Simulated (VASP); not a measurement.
Crystal: PbS (Galena).

```
CELL_PARAMETERS angstrom
0.00000 2.96575 2.96575
2.96575 0.00000 2.96575
2.96575 2.96575 0.00000
ATOMIC_POSITIONS crystal
Pb 0.00000 0.00000 0.00000
S 0.50000 0.50000 0.50000
```

Program: VASP 6.6.1. Alike in all runs: level PBEsol; potentials or basis VASP PAW PBE potentials, release 64 (Pb_d, S); no spin polarisation; cell as given; k mesh 8 × 8 × 8; cutoff (eV) 520; smearing gaussian 0.02 eV. Hardware: 1 thread of Intel(R) Xeon(R) Platinum 8488C (Sapphire Rapids), with other jobs on the host.

Question: Order these runs on this cell by their wall time, lowest first.
A. task electron localisation function; further INCAR settings ALGO = Normal; EDIFF = 1e-06
B. task Born charges and dielectric tensor; further INCAR settings ALGO = Fast; EDIFF = 1e-08; IBRION = 8
C. task density of states; k mesh for the DOS 12 × 12 × 12; occupations for the DOS tetrahedron; further INCAR settings ALGO = Fast; EDIFF = 1e-06; NBANDS = 17

Answer: A (17 s), C (52 s), B (240 s).

Caveats: spin-orbit coupling is left out, which as a rule narrows the gap of such compounds by several tenths of an eV (some runs); the gap is small at this level, which inflates the dielectric constant (some runs).
